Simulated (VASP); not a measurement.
## Pt: single point with PBEsol

Pt:

```xyz
1
Lattice="0.0000 1.9609 1.9609 1.9609 0.0000 1.9609 1.9609 1.9609 0.0000" Properties=species:S:1:pos:R:3 pbc="T T T"
Pt    0.0000    0.0000    0.0000
```

```
Program             : VASP 6.6.1
Task                : single point
Functional          : PBEsol
Potentials or basis : VASP PAW PBE potentials, release 64 (Pt)
Cutoff              : 520 eV
k mesh              : 12 × 12 × 12
Occupations         : gaussian, width 0.02 eV
Spin                : no spin polarisation
```

```
Pressure               : -1.1 GPa
Band gap on the k mesh : none (metal or under the smearing width)
```

Levels at points of the mesh, in eV from the Fermi level:
| k point | band 3 | band 4 | band 5 | band 6 | band 7 | band 8 |
| --- | --- | --- | --- | --- | --- | --- |
| (0.00, 0.00, 0.00) | -3.83 | -3.83 | -1.65 | -1.65 | 14.59 | 19.55 |
| (0.50, 0.00, 0.00) | -3.89 | -0.58 | 0.03 | 0.03 | 5.78 | 14.14 |
| (0.50, 0.50, 0.00) | 0.00 | 0.48 | 0.48 | 1.68 | 8.81 | 11.30 |

Wall time 10 s on 1 thread of Intel(R) Xeon(R) Platinum 8559C (Emerald Rapids), with other jobs on the host, peak memory 0.14 GiB.

Caveat: the PAW data sets were made with another functional, which shifts forces and pressure a little. Spin-orbit coupling is left out, which matters for the levels of Pt.
